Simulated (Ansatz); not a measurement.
**TaC (210): surface energy and levels, part 1 of 2**

This session takes TaC and sets out to compute energy, relaxation and work function or band edges of the (210) face.

Program: Ansatz 0.2.0. Level of theory: DFT PBE, scalar-relativistic, plane waves, PAW. These are calculated values, not measurements.

1 further run of the same task is left out (set aside as unsound or not needed). Runs told in other sessions of the task aren't counted.

### 1 The starting structure

It takes space group Fm-3m (No. 225, cubic). Conventional cell: a = 4.475 Å, b = 4.475 Å, c = 4.475 Å, α = 90.00°, β = 90.00°, γ = 90.00°. Around Ta (site symmetry m-3m) lie 6 C at 2.24 Å. Around C (site symmetry m-3m) lie 6 Ta at 2.24 Å.

Structure file:

```
Ta C
1.0
     0.00000    2.23763    2.23763
     2.23763    0.00000    2.23763
     2.23763    2.23763    0.00000
Ta C
1 1
Direct
  0.00000 0.00000 0.00000
  0.50000 0.50000 0.50000
```

This cell was relaxed beforehand with the same method: volume 11.20 Å³/atom, gap on the mesh none (metal).

### 2 The bulk in the cell of the plane

Contents of input.yaml:

```yaml
crystal:
  lattice:
    - [4.4752580276, 0.0, 0.0]
    - [-2.2376290138, 5.0034905833, 0.0]
    - [0.0, -3.00209435, 1.0006981167]
  atoms:
    - { symbol: Ta, position: [0.0, 0.0, 0.0] }
    - { symbol: C, position: [0.5, 0.0, 0.0] }
basis:
  ecutwfc: 420
kpoints:
  mp_grid: { grid: [9, 7, 34] }
hamiltonian:
  xc: pbe
scf:
  occupations: { method: gaussian, width: 0.1 }
output:
  forces: true
  stress: true
  eigenvalues: true
```

The run is started by

```bash
$ ansatz run input.yaml --threads 8 --pin off --max-ram 15360MiB --backend cpu --events-out ev --progress --plain --runs-dir out
```

Log (excerpt; [...] marks lines left out):

```text
Warning: crystal.symmetry: narrowed to the stabiliser of the k-point mesh — unitary ops 48 → 2; excluded 46 operations that carry a point of the 9×7×34 mesh (shift [0, 0, 0]) off the mesh (the run samples exactly the mesh kpoints.mp_grid names, as under crystal.symmetry.detect: false, and [...]
Warning: RAYON_NUM_THREADS=8 ignored (pool sized by the plan → 8); use --threads N
[...]
Pseudopotentials: kind: paw
Pseudopotential: Ta, paw, valence charge 13, recommended cutoff 420 eV (normal), Ta.paw.azcp
Pseudopotential: C, paw, valence charge 4, recommended cutoff 420 eV (normal), C.paw.azcp
Functional definition: PBE
[...]
Crystal: 2 atoms, lattice volume = 22.408 Å³
Basis set: ecut = 420 eV, 411 PW (Γ), FFT grids on a1+2a2+3a3, a2+2a3, a3, exchange–correlation on 72×48×48 points (8 copies of the dense FFT grid, shifted against one another)
Bands: 13, of which v1, the nominal top of the filled ones, is band 9 counted from 1 (8 counted from 0)
Symmetry: 2 space group operations
k-points: 1072 of 2142
[...]
SCF iter   1: F=—  HF=-10184.382352 eV  |F-HF|=—  |Δ(HF+E_count)|=         —  Δρ=2.18e-3  dr2=9.47e-4  ethr=1.77e-3  ⟨swp⟩=5.5  Hψ=72970  notcnv=0
[...]
SCF iter   6: F=-10184.382291 eV  HF=-10184.382291 eV  |F-HF|=5.91e-10  |Δ(HF+E_count)|=   8.96e-9  Δρ=2.60e-6  dr2=9.82e-10  ethr=4.36e-11  ⟨swp⟩=3.1  Hψ=49995  notcnv=0
[...]
SCF converged after 6 iterations
Free energy (F): -10184.382291 eV
[...]
E sigma→0 (E₀):  -10184.380178 eV
Entropy (-TS):   -0.004226 eV (-2.113 meV/atom)
Fermi energy:    19.744520 eV
[...]
--- Forces (eV/Å), atoms counted from 1 ---
  atom   1  Ta     0.00000000     0.00000000     0.00000000
  atom   2  C      0.00000000     0.00000000     0.00000000
[...]
--- Stress (GPa, compression-positive) ---
        1.126281      -0.083232       0.172652
       -0.083232      -0.396528      -0.145827
        0.172652      -0.145827      -0.348232
  P = ⅓ Tr σ = 0.1272 GPa (1.272 kbar)
--- Band table (eV; the first three rows and the last of 1072) ---
  k-point 0: bands = ["-49.0540", "-15.3268", "-15.3259", "-15.3234", "5.0279", "18.4255", "18.4271", "18.4283", "19.2489", "19.2511", "19.2528", "20.3811", "20.3829"]
[...]
```

Run time: 2.4 s. Hardware: 8 threads of Arm Neoverse V2, shared host; peak memory 0.59 GiB.

Bulk reference and slab share their plane, in-plane mesh and smearing. Its energy with the smearing taken to zero: -5092.1901 eV/atom.

### 3 The (210) slab

Planes are indexed in the bulk's conventional cell (Fm-3m (No. 225)), a = 4.475 Å, b = 4.475 Å, c = 4.475 Å, α = 90.00°, β = 90.00°, γ = 90.00°.

Cut from the relaxed bulk: a (210) slab, 10.0 Å thick as cut, with 15 Å of vacuum; its outer planes are TaC (top) and TaC (bottom).

The slab as cut. Layers, bottom to top:

```csv
plane,atoms per cell,height over the lowest (Å)
1,TaC,0.00
2,TaC,1.00
3,TaC,2.00
4,TaC,3.00
5,TaC,4.00
6,TaC,5.00
7,TaC,6.00
8,TaC,7.00
9,TaC,8.01
10,TaC,9.01
11,TaC,10.01
```

### 4 Single point on the unrelaxed (210) slab

A dipole layer in the vacuum cancels the field that periodic copies would set up if the slab's two faces differ.

Contents of input.yaml:

```yaml
crystal:
  lattice:
    - [4.4752580276, 0.0, 0.0]
    - [-2.2376290138, 5.0034905833, 0.0]
    - [0.0, 0.0, 25.0069811666]
  atoms:
    - { symbol: Ta, position: [0.7, 0.4, 0.2999162494] }
    - { symbol: C, position: [0.2, 0.4, 0.2999162494] }
    - { symbol: Ta, position: [0.4, 0.8, 0.3399329995] }
    - { symbol: C, position: [0.9, 0.8, 0.3399329995] }
    - { symbol: Ta, position: [0.1, 0.2, 0.3799497496] }
    - { symbol: C, position: [0.6, 0.2, 0.3799497496] }
    - { symbol: Ta, position: [0.8, 0.6, 0.4199664998] }
    - { symbol: C, position: [0.3, 0.6, 0.4199664998] }
    - { symbol: Ta, position: [0.5, 0.0, 0.4599832499] }
    - { symbol: C, position: [0.0, 0.0, 0.4599832499] }
    - { symbol: Ta, position: [0.2, 0.4, 0.5] }
    - { symbol: C, position: [0.7, 0.4, 0.5] }
    - { symbol: Ta, position: [0.9, 0.8, 0.5400167501] }
    - { symbol: C, position: [0.4, 0.8, 0.5400167501] }
    - { symbol: Ta, position: [0.6, 0.2, 0.5800335002] }
    - { symbol: C, position: [0.1, 0.2, 0.5800335002] }
    - { symbol: Ta, position: [0.3, 0.6, 0.6200502504] }
    - { symbol: C, position: [0.8, 0.6, 0.6200502504] }
    - { symbol: Ta, position: [0.0, 0.0, 0.6600670005] }
    - { symbol: C, position: [0.5, 0.0, 0.6600670005] }
    - { symbol: Ta, position: [0.7, 0.4, 0.7000837506] }
    - { symbol: C, position: [0.2, 0.4, 0.7000837506] }
basis:
  ecutwfc: 420
kpoints:
  mp_grid: { grid: [9, 7, 1] }
hamiltonian:
  xc: pbe
scf:
  occupations: { method: gaussian, width: 0.1 }
output:
  forces: true
  eigenvalues: true
efield:
  axis: 3
  dipole_correction: true
  ramp_width: 0.04
```

The run is started by

```bash
$ ansatz run input.yaml --threads 8 --pin off --max-ram 15360MiB --backend cpu --events-out ev --progress --plain --runs-dir out
```

Log (excerpt; [...] marks lines left out):

```text
Warning: crystal.symmetry: narrowed to the stabiliser of the k-point mesh — unitary ops 2 → 1; excluded 1 operation that carries a point of the 9×7×1 mesh (shift [0, 0, 0]) off the mesh (the run samples exactly the mesh kpoints.mp_grid names, as under crystal.symmetry.detect: false, and [...]
Warning: RAYON_NUM_THREADS=8 ignored (pool sized by the plan → 8); use --threads N
[...]
Pseudopotentials: kind: paw
Pseudopotential: Ta, paw, valence charge 13, recommended cutoff 420 eV (normal), Ta.paw.azcp
Pseudopotential: C, paw, valence charge 4, recommended cutoff 420 eV (normal), C.paw.azcp
Functional definition: PBE
[...]
Crystal: 22 atoms, lattice volume = 559.954 Å³
Basis set: ecut = 420 eV, 10909 PW (Γ), exchange–correlation on 60×80×360 points (8 copies of the dense FFT grid, shifted against one another)
Bands: 116, of which v1, the nominal top of the filled ones, is band 94 counted from 1 (93 counted from 0)
Symmetry: 1 space group operations
k-points: 32 of 63 (time reversal used)
[...]
SCF converged after 8 iterations
Free energy (F): -112019.535034 eV
[...]
E sigma→0 (E₀):  -112019.506941 eV
Entropy (-TS):   -0.056186 eV (-2.554 meV/atom)
Fermi energy:    6.592031 eV
Dipole field:    D = -0.000001 V/Å  (p = -0.000004 e·Å, saw-weighted, corrected)
Work function:   Φ+ = 3.6648 eV   Φ− = 3.6648 eV
Levels:          The Fermi level and band energies are counted from a zero that moves with the ramp; work functions are not
[...]
--- Forces (eV/Å), atoms counted from 1 ---
  atom   1  Ta    -0.00873898     1.35104170     3.93839766
  atom   2  C     -0.00297451     0.71302390    -1.11845678
  atom   3  Ta    -0.01131935    -1.06069812     1.33853210
  atom   4  C      0.00824955    -1.28592690    -1.16061117
  atom   5  Ta     0.00774110    -0.84731158    -0.92884763
  atom   6  C     -0.00007059     0.60196769    -1.13925607
  atom   7  Ta     0.00238514    -0.26479665    -0.15068601
  atom   8  C     -0.00189152     0.43175819    -0.77798961
[...]
--- Band table (eV; the first three rows and the last of 32) ---
[...]
```

Run time: 32 s. Hardware: 8 threads of Arm Neoverse V2, shared host; peak memory 3.3 GiB.

From the log: work function 3.66 eV.

(Continued in part 2 of 2.)
